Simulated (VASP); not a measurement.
# PbS (Cmcm) in VASP: single point with PBE

Aim: the single point of PbS with PBE.

All numbers are computed with VASP 6.6.1; they aren't measurements. Logs are shortened: lines on timing, memory, paths and dates and some standing lists are left out, and cuts for length are marked.

### Step 1. Starting point

The structure is orthorhombic, space group Cmcm (No. 63). The conventional cell has a = 4.160 Å, b = 11.983 Å, c = 4.279 Å, α = 90.00°, β = 90.00°, γ = 90.00°. Pb (site symmetry m2m) has 5 S at 2.69 to 2.99 Å as nearest neighbours. Around S (site symmetry m2m) lie 5 Pb at 2.69 to 2.99 Å.

Measurements of this composition are mostly on another form, of space group No. 225.

### Step 2. Single point, PBE

INCAR reads:

```
SYSTEM = PbS
PREC     = Accurate       ! precision mode
ENCUT    = 520            ! plane-wave cutoff, eV
EDIFF    = 1E-6           ! SCF threshold, eV
ISMEAR   = 0              ! smearing method
SIGMA    = 0.017          ! smearing width, eV
LREAL    = .False.        ! projectors in reciprocal space
LASPH    = .True.         ! aspherical terms in the spheres
NELM     = 60             ! most SCF steps
ALGO     = Normal         ! electronic algorithm
ISIF     = 2              ! what is computed and relaxed
LWAVE    = .False.        ! write WAVECAR
LCHARG   = .False.        ! write CHGCAR
GGA      = PE             ! functional
```

KPOINTS reads:

```
regular mesh
0
Gamma
  7 7 6
  0 0 0
```

POSCAR reads:

```
PbS
1.0
    2.0799526950     -5.9912968650      0.0000000000
    2.0799526950      5.9912968650      0.0000000000
    0.0000000000      0.0000000000      4.2793209400
Pb S
2 2
Direct
    0.1305633500      0.8694366500      0.2500000000
    0.8694366500      0.1305633500      0.7500000000
    0.3547970900      0.6452029100      0.2500000000
    0.6452029100      0.3547970900      0.7500000000
```

Potentials or basis: VASP PAW PBE potentials, release 64 (Pb_d, S).

Run with:

```bash
> cat potpaw_PBE.64/Pb_d/POTCAR potpaw_PBE.64/S/POTCAR > POTCAR
> mpirun -np 1 vasp_std > vasp.out
```

OUTCAR:

```text
SYSTEM = PbS
   PREC = Accurate
   ENCUT = 520
   EDIFF = 1E-6
   ISMEAR = 0
   LREAL = .False.
   LASPH = .True.
   NELM = 60
   ISIF = 2
   GGA = PE

 ion  position               nearest neighbor table
   1  0.131  0.869  0.250-   3 2.69   4 2.99   4 2.99   4 2.99   4 2.99   2 3.79   2 3.79   2 4.13
                             2 4.13   2 4.13   2 4.13
   2  0.869  0.131  0.750-   4 2.69   3 2.99   3 2.99   3 2.99   3 2.99   1 3.79   1 3.79   1 4.13
                             1 4.13   1 4.13   1 4.13
   3  0.355  0.645  0.250-   1 2.69   2 2.99   2 2.99   2 2.99   2 2.99
   4  0.645  0.355  0.750-   2 2.69   1 2.99   1 2.99   1 2.99   1 2.99

  LATTYP: Found a base centered orthorhombic cell.
 ALAT       =     4.1599053900
 B/A-ratio  =     2.8804966956
 C/A-ratio  =     1.0287063139

  Lattice vectors:

 A1 = (   2.0799526950,  -5.9912968650,   0.0000000000)
 A2 = (   2.0799526950,   5.9912968650,   0.0000000000)
 A3 = (   0.0000000000,   0.0000000000,   4.2793209400)

Analysis of symmetry for initial positions (statically):
=====================================================================
 Subroutine PRICEL returns:
 Original cell was already a primitive cell.

 Routine SETGRP: Setting up the symmetry group for a
 base centered orthorhombic supercell.

 Subroutine GETGRP returns: Found  8 space group operations
 (whereof  4 operations were pure point group operations)
 out of a pool of  8 trial point group operations.

The static configuration has the point symmetry C_2h.
 The point group associated with its full space group is D_2h.

Analysis of symmetry for dynamics (positions and initial velocities):
=====================================================================
 Subroutine PRICEL returns:
 Original cell was already a primitive cell.

 Routine SETGRP: Setting up the symmetry group for a
 base centered orthorhombic supercell.

 Subroutine GETGRP returns: Found  8 space group operations
 (whereof  4 operations were pure point group operations)
 out of a pool of  8 trial point group operations.

The dynamic configuration has the point symmetry C_2h.
 The point group associated with its full space group is D_2h.

 Subroutine INISYM returns: Found  8 space group operations
 (whereof  4 operations are pure point group operations),
 and found     1 'primitive' translations

----------------------------------------------------------------------------------------

                                     Primitive cell

  volume of cell :     106.6545

  direct lattice vectors                    reciprocal lattice vectors
     2.079952695 -5.991296865  0.000000000     0.240390083 -0.083454386  0.000000000
     2.079952695  5.991296865  0.000000000     0.240390083  0.083454386  0.000000000
     0.000000000  0.000000000  4.279320940     0.000000000  0.000000000  0.233681936

  length of vectors
     6.342069168  6.342069168  4.279320940     0.254464195  0.254464195  0.233681936

  position of ions in fractional coordinates (direct lattice)
     0.130563350  0.869436650  0.250000000
     0.869436650  0.130563350  0.750000000
     0.354797090  0.645202910  0.250000000
     0.645202910  0.354797090  0.750000000

  ion indices of the primitive-cell ions
   primitive index   ion index
                 1           1
                 2           2
                 3           3
                 4           4

----------------------------------------------------------------------------------------

 KPOINTS: regular mesh

Automatic generation of k-mesh.
 Grid dimensions read from file:
 generate k-points for:    7    7    6

 Generating k-lattice:

  Cartesian coordinates                     Fractional coordinates (reciprocal lattice)
     0.034341440 -0.011922055  0.000000000     0.142857143  0.000000000  0.000000000
     0.034341440  0.011922055  0.000000000     0.000000000  0.142857143  0.000000000
     0.000000000  0.000000000  0.038946989     0.000000000  0.000000000  0.166666667

  Length of vectors
     0.036352028  0.036352028  0.038946989

  Shift w.r.t. Gamma in fractional coordinates (k-lattice)
     0.000000000  0.000000000  0.000000000

 Subroutine IBZKPT returns following result:
 ===========================================

 Found     64 irreducible k-points:

 Following reciprocal coordinates:
            Coordinates               Weight
  0.000000  0.000000  0.000000      1.000000
  0.142857 -0.000000  0.000000      4.000000
  0.285714 -0.000000  0.000000      4.000000
  0.428571 -0.000000  0.000000      4.000000
  0.142857  0.142857  0.000000      2.000000
  0.285714  0.142857  0.000000      4.000000
[... 16 lines left out ...]
  0.428571  0.142857  0.166667      8.000000
 -0.428571  0.142857  0.166667      8.000000
 [... further k-points ...]
   k-points           NKPTS =     64   k-points in BZ     NKDIM =     64   number of bands    NBANDS=     24
   number of dos      NEDOS =    301   number of ions     NIONS =      4
   total plane-waves  NPLWV =  73728
   dimension x,y,z NGX =    48 NGY =   48 NGZ =   32
   dimension x,y,z NGXF=    96 NGYF=   96 NGZF=   64
   ions per type =               2   2
   NGX,Y,Z   is equivalent  to a cutoff of  12.58, 12.58, 12.43 a.u.
   NGXF,Y,Z  is equivalent  to a cutoff of  25.16, 25.16, 24.86 a.u.
 SYSTEM =  PbS
   PREC   = accura    normal or accurate (medium, high low for compatibility)
   ISTART =      0    job   : 0-new  1-cont  2-samecut
   ICHARG =      2    charge: 1-file 2-atom 10-const
   ISPIN  =      1    spin polarized calculation?
   LNONCOLLINEAR =      F non collinear calculations
   LSORBIT =      F    spin-orbit coupling
   LASPH  =      T    aspherical Exc in radial PAW
   ENCUT  =  520.0 eV  38.22 Ry    6.18 a.u.  11.79 11.79  7.96*2*pi/ulx,y,z
   NELM   =     60;   NELMIN=  2; NELMDL= -5     # of ELM steps
   EDIFF  = 0.1E-05   stopping-criterion for ELM
   LREAL  =      F    real-space projection
   EDIFFG = 0.1E-04   stopping-criterion for IOM
   NSW    =      0    number of steps for IOM
   IBRION =     -1    ionic relax: 0-MD 1-quasi-New 2-CG
   NFREE  =      0    steps in history (QN), initial steepest desc. (CG)
   ISIF   =      2    stress and relaxation
   ISYM   =      2    0-nonsym 1-usesym 2-fastsym
   POTIM  = 0.5000    time-step for ionic-motion
   TEBEG  =    0.0;   TEEND  =   0.0 temperature during run
   PSTRESS=    0.0 pullay stress
   NELECT =      40.0000    total number of electrons
   NUPDOWN=      -1.0000    fix difference up-down
   EMIN   =  10.00;   EMAX   =-10.00  energy-range for DOS
   EFERMI =   0.00;   METHOD = LEGACY
   ISMEAR =     0;   SIGMA  =   0.02  broadening in eV -4-tet -1-fermi 0-gaus
   EFERMI_NEDOS =   21; number of points for ismear=-14 and -15
   IALGO  =     38    algorithm
   IMIX   =      4    mixing-type and parameters
     AMIX     =   0.40;   BMIX     =  1.00
     AMIX_MAG =   1.60;   BMIX_MAG =  1.00
  volume/ion in A,a.u.               =      26.66       179.94
  Fermi-wavevector in a.u.,A,eV,Ry     =   1.180597  2.231005 18.963935  1.393810
  Thomas-Fermi vector in A             =   2.316887
   LORBIT       =      0    0 simple, 1 ext, 2 COOP (PROOUT), +10 PAW based schemes
   GGA     = PE    functional components
   LHFCALC =     F    Hartree Fock is set to
   AEXX    =    0.0000 exact exchange contribution
   IVDW    =     0    specifies the selected vdW correction
   LEPSILON=     F    determine dielectric tensor
   LRPA    =     F    only Hartree local field effects (RPA)
 non-spin polarized calculation
 Gauss-broadening in eV      SIGMA  =   0.02
  energy-cutoff  :      520.00
  volume of cell :      106.65
 maximum number of plane-waves:      2892
   NGX = 23   NGY = 23   NGZ = 15

 number of electron      40.0000007 magnetization

 Free energy of the ion-electron system (eV)
  ---------------------------------------------------
  ext. energy  EPLUGINS =         0.00000000
  ---------------------------------------------------
  free energy    TOTEN  =       -17.37660027 eV

  energy without entropy =      -17.37660027  energy(sigma->0) =      -17.37660027

 E-fermi :   4.9552     XC(G=0):  -9.5797

 val. band max:        4.8587929127   @ k =  -0.4286   0.4286   0.3333
 cond. band min:       6.1137237431   @ k =   0.4286   0.4286   0.0000
 fundamental gap:      1.2549308304
 Fermi energy:         4.9551904173

 k-point     1 :       0.0000    0.0000    0.0000
  band No.  band energies     occupation
      1     -11.4647      2.00000
      2     -11.3695      2.00000
      3     -11.3619      2.00000
      4     -11.3575      2.00000
      5     -11.3225      2.00000
      6     -11.3192      2.00000
[... 16 lines left out ...]
     23       9.8124      0.00000
     24      10.5090      0.00000

 k-point     2 :       0.1429   -0.0000    0.0000
  band No.  band energies     occupation
      1     -11.4528      2.00000
      2     -11.3641      2.00000
      3     -11.3560      2.00000
      4     -11.3509      2.00000
      5     -11.3255      2.00000
      6     -11.3248      2.00000
[... 16 lines left out ...]
     23       9.6654      0.00000
     24       9.9374      0.00000

 k-point     3 :       0.2857   -0.0000    0.0000
  band No.  band energies     occupation
      1     -11.4238      2.00000
      2     -11.3552      2.00000
      3     -11.3551      2.00000
      4     -11.3400      2.00000
      5     -11.3315      2.00000
      6     -11.3293      2.00000
[... 16 lines left out ...]
     23       8.3371      0.00000
     24       8.9750      0.00000
[... 514 lines left out ...]
 k-point    23 :       0.4286    0.1429    0.1667
  band No.  band energies     occupation
      1     -11.4066      2.00000
      2     -11.3904      2.00000
      3     -11.3598      2.00000
      4     -11.3381      2.00000
      5     -11.3285      2.00000
      6     -11.3212      2.00000
[... 16 lines left out ...]
     23       7.9412      0.00000
     24       8.5997      0.00000

 k-point    24 :      -0.4286    0.1429    0.1667
  band No.  band energies     occupation
      1     -11.4228      2.00000
      2     -11.3696      2.00000
      3     -11.3555      2.00000
      4     -11.3396      2.00000
      5     -11.3308      2.00000
      6     -11.3233      2.00000
[... 16 lines left out ...]
     23       7.8374      0.00000
     24       9.2521      0.00000

 [... further k-points ...]

------------------------ aborting loop because EDIFF is reached ----------------------------------------

  FORCE on cell =-STRESS in cart. coord.  units (eV):
  Direction    XX          YY          ZZ          XY          YZ          ZX
  --------------------------------------------------------------------------------------
  -------------------------------------------------------------------------------------
  Total        0.5945233      0.8457832      0.5466131      0.0000000      0.0000000      0.0000000
  in kB        8.9310052     12.7054627      8.2112911      0.0000000      0.0000000      0.0000000
  external PRESSURE =       9.9492530 kB  Pullay stress =       0.0000000 kB

 VOLUME and BASIS-vectors are now :
 -----------------------------------------------------------------------------
  energy-cutoff  :      520.00
  volume of cell :      106.65
      direct lattice vectors                 reciprocal lattice vectors
     2.079952695 -5.991296865  0.000000000     0.240390083 -0.083454386  0.000000000
     2.079952695  5.991296865  0.000000000     0.240390083  0.083454386  0.000000000
     0.000000000  0.000000000  4.279320940     0.000000000  0.000000000  0.233681936

 POSITION                                       TOTAL-FORCE (eV/Angst)
 -----------------------------------------------------------------------------------
      2.07995      4.42681      1.06983         0.000000      0.070551      0.000000
      2.07995     -4.42681      3.20949         0.000000     -0.070551     -0.000000
      2.07995      1.73991      1.06983         0.000000     -0.102694      0.000000
      2.07995     -1.73991      3.20949         0.000000      0.102694      0.000000
 -----------------------------------------------------------------------------------
    total drift:                               -0.000000     -0.000000      0.000000

  FREE ENERGIE OF THE ION-ELECTRON SYSTEM (eV)
  ---------------------------------------------------
  free  energy   TOTEN  =       -17.3766002660 eV

  energy  without entropy=      -17.3766002660  energy(sigma->0) =      -17.37660027
```

Wall time 78 s (1 thread of Intel Xeon Platinum 8488C (Sapphire Rapids), shared host); peak memory 0.33 GiB.

What came out:

```
Free energy            : -17.3766 eV
Pressure               : 1.0 GPa
Largest force          : 0.103 eV/Å
Band gap on the k mesh : 1.25 eV, indirect (least direct gap 1.43 eV)
```

Forces on the atoms (eV/Å):
```
Pb   0.000  0.071  0.000
Pb   0.000 -0.071  0.000
S    0.000 -0.103  0.000
S    0.000  0.103  0.000
```

Stress tensor (GPa, compression positive):
```
0.89 0.00 0.00
0.00 1.27 0.00
0.00 0.00 0.82
```

Levels at points of the mesh, in eV from the valence-band top:
| k point | band 16 | band 17 | band 18 | band 19 | band 20 | band 21 | band 22 | band 23 | band 24 |
| --- | --- | --- | --- | --- | --- | --- | --- | --- | --- |
| (0.00, 0.00, 0.00) | -2.86 | -2.30 | -1.58 | -1.40 | -0.42 | 4.73 | 4.80 | 4.95 | 5.65 |
| (0.00, 0.00, 0.50) | -2.65 | -1.04 | -1.04 | -0.04 | -0.04 | 1.89 | 1.89 | 2.87 | 2.87 |

Caveat: spin-orbit coupling is left out, which as a rule narrows the gap of such compounds by several tenths of an eV; an odd mesh through Γ misses points on the zone boundary, where band edges often lie.
